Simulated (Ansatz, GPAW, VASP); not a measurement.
One calculation of GaAs, 3 ways

```xyz
2
Lattice="0.0000 2.8268 2.8268 2.8268 0.0000 2.8268 2.8268 2.8268 0.0000" Properties=species:S:1:pos:R:3 pbc="T T T"
As    4.2403    4.2403    4.2403
Ga    0.0000    0.0000    0.0000
```

Alike in all runs: task single point; functional PBE; k mesh 8 × 8 × 8; occupations gaussian, width 0.027 eV; no spin polarisation; no spin-orbit coupling. Pressure is positive in compression and, in plane waves, holds the error of the finite cutoff.

```csv
program and potentials,plane-wave cutoff (eV),notes,band gap (eV),pressure (GPa)
"Ansatz, all-electron LAPW, scalar-relativistic",-,-,?,?
"VASP, PBE PAW files As, Ga_d, 520 eV",520,9 valence electrons an atom on average,0.52,3.45
"GPAW, GPAW PAW data sets (gpaw-data 1.2.1)",600,4 valence electrons an atom on average,0.59,4.33
```

Q: Estimate from the other rows what the run with Ansatz, all-electron LAPW, scalar-relativistic gave.

A: Band gap 0.52 eV; pressure 3.27 GPa. The other rows, which needn't bracket it: band gap 0.52 to 0.59; pressure 3.45 to 4.33.
